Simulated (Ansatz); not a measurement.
A plane-wave DFT run in Ansatz 0.2.0 (scalar-relativistic PAW potentials unless the input names others): input and command.

```yaml
crystal:
  lattice:
    - [3.9832742416, 2.0e-10, 5.41454e-05]
    - [-1.9916371206, 3.4496166835, -5.41454e-05]
    - [1.9916846952, -1.1498996949, 3.4663298087]
  atoms:
    - { symbol: Cd, position: [-0.0047638038, 0.0047638038, 0.0142882838] }
    - { symbol: S, position: [0.7547638038, 0.2452361962, 0.7357117162] }
  symmetry: { detect: false }
basis:
  ecutwfc: 420
kpoints:
  mp_grid: { grid: [9, 9, 8] }
hamiltonian:
  xc: pbesol
scf:
  occupations: { method: gaussian, width: 0.02 }
  lower_state_search: standard
  mixing: { preconditioner: none }
output:
  forces: true
  eigenvalues: true
  stress: true
```

```bash
ansatz run input.yaml --threads 2 --pin off --max-ram 5120MiB --backend cpu --events-out ev --progress --plain --runs-dir out
```

Abridged log:
```
Pseudopotentials: kind: paw
Pseudopotential: Cd, paw, valence charge 20, recommended cutoff 420 eV (normal)
Pseudopotential: S, paw, valence charge 6, recommended cutoff 420 eV (normal)
Functional definition: PBEsol
Crystal: 2 atoms, lattice volume = 47.630 Å³
Basis set: ecut = 420 eV, 929 PW (Γ), exchange–correlation on 54×54×60 points (8 copies of the dense FFT grid, shifted against one another)
Bands: 17, of which v1, the nominal top of the filled ones, is band 13 counted from 1 (12 counted from 0)
Symmetry: 1 space group operations
k-points: 325 of 648 (time reversal used)
Initial density: superposition of atomic densities (neutral atoms: chi_scale 0, normalization atom), corrected by the library's trained network
Initial wavefunctions: pseudopotential atomic-orbital guess
Functional: x = pbesol(κ = 0.804, μ = 0.12345679), c = pbesol(β = 0.046)
SCF iter   1: F=—  HF=-9070.194730 eV  |F-HF|=—  |Δ(HF+E_count)|=         —  Δρ=5.41e-3  dr2=1.81e-2  ethr=1.77e-3  ⟨swp⟩=6.0  Hψ=28944  notcnv=0
SCF iter   2: F=—  HF=-9070.189517 eV  |F-HF|=—  |Δ(HF+E_count)|=   5.21e-3  Δρ=1.09e-3  dr2=2.76e-4  ethr=6.95e-5  ⟨swp⟩=2.6  Hψ=12357  notcnv=0
SCF iter   3: F=—  HF=-9070.189521 eV  |F-HF|=—  |Δ(HF+E_count)|=   3.99e-6  Δρ=5.01e-4  dr2=5.94e-5  ethr=1.06e-6  ⟨swp⟩=2.0  Hψ=8114  notcnv=0
SCF iter   4: F=—  HF=-9070.189545 eV  |F-HF|=—  |Δ(HF+E_count)|=   2.41e-5  Δρ=2.24e-4  dr2=2.11e-5  ethr=2.28e-7  ⟨swp⟩=2.6  Hψ=7981  notcnv=0
SCF iter   5: F=—  HF=-9070.189542 eV  |F-HF|=—  |Δ(HF+E_count)|=   3.49e-6  Δρ=2.77e-5  dr2=2.45e-7  ethr=8.13e-8  ⟨swp⟩=2.0  Hψ=8126  notcnv=0
SCF iter   6: F=-9070.189542 eV  HF=-9070.189542 eV  |F-HF|=1.62e-8  |Δ(HF+E_count)|=   1.01e-7  Δρ=5.09e-6  dr2=9.05e-9  ethr=3.85e-10  ⟨swp⟩=5.0  Hψ=23658  notcnv=0
SCF 1 converged in 6 iterations: F = -9070.189542 eV  dr2 = 9.05e-9
SCF converged after 6 iterations
Free energy (F): -9070.189542 eV
Harris-Foulkes:  -9070.189542 eV  (|F-HF|=1.62e-8)
Internal energy: -9070.189542 eV  (E = F + TS)
E sigma→0 (E₀):  -9070.189542 eV
Fermi energy:    7.953410 eV
--- Forces (eV/Å), atoms counted from 1 ---
  atom   1  Cd    -0.00000447     0.00000261     0.00538897
  atom   2  S      0.00000434    -0.00000256    -0.00539156
--- Stress (GPa, compression-positive) ---
        3.338744       0.000236       0.000066
        0.000236       3.339017      -0.000038
        0.000066      -0.000038      -0.079672
  P = ⅓ Tr σ = 2.1994 GPa (21.994 kbar)
```

Apart from outputs and empty bands, the input differs from a reference run on usual settings in scf.lower_state_search: not typed → "standard"; crystal.symmetry: not typed → {"detect": false}; scf.mixing.preconditioner: not typed → "none". The reference, at the same geometry (not necessarily relaxed), gave pressure 2.20 GPa, largest force 0.005 eV/Å, gap on the mesh 0.93 eV. This run converged in 6 SCF iterations (reference: 6) with an energy at zero smearing within 0.01 meV/atom of the reference's, pressure 2.20 GPa, largest force 0.005 eV/Å, gap on the mesh 0.93 eV.

Time: 5 s on 2 threads of Intel(R) Xeon(R) 6975P-C (Granite Rapids), on a shared host, peak memory 0.6 GiB.